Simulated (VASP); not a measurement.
Here is a VASP 6.6.1 calculation.

INCAR

```
SYSTEM = Ce
  PREC = Accurate
  ENCUT = 520
  EDIFF = 1E-7
  ISMEAR = -1
  SIGMA = 0.1
  LREAL = .False.
  LASPH = .True.
  NELM = 80
  ALGO = Normal
  ISIF = 2
  LWAVE = .False.
  LCHARG = .False.
  GGA = CA
  NBANDS = 12
```

File KPOINTS:

```
Automatic mesh
0
Gamma
  16 16 16
  0 0 0
```

The input POSCAR:

```
Ce
1.0
    0.0000000000      2.2649298204      2.2649298204
    2.2649298204      0.0000000000      2.2649298204
    2.2649298204      2.2649298204      0.0000000000
Ce
1
Direct
    0.0000000000      0.0000000000      0.0000000000
```

Potentials or basis: VASP PAW LDA potentials, release 64 (Ce).

Command:

```sh
$ cat potpaw_LDA.64/Ce/POTCAR > POTCAR
$ mpirun -np 1 vasp_std > vasp.out
```

Question: What does it give for the band gap on the k mesh?

Answer: None (metal or under the smearing width).

Question: Predict the pressure.

Answer: -0.6 GPa.

Spin-orbit coupling is left out, which matters for the levels of Ce. Spin polarisation is off, so any magnetic state and its effect on volume and gap are missing.
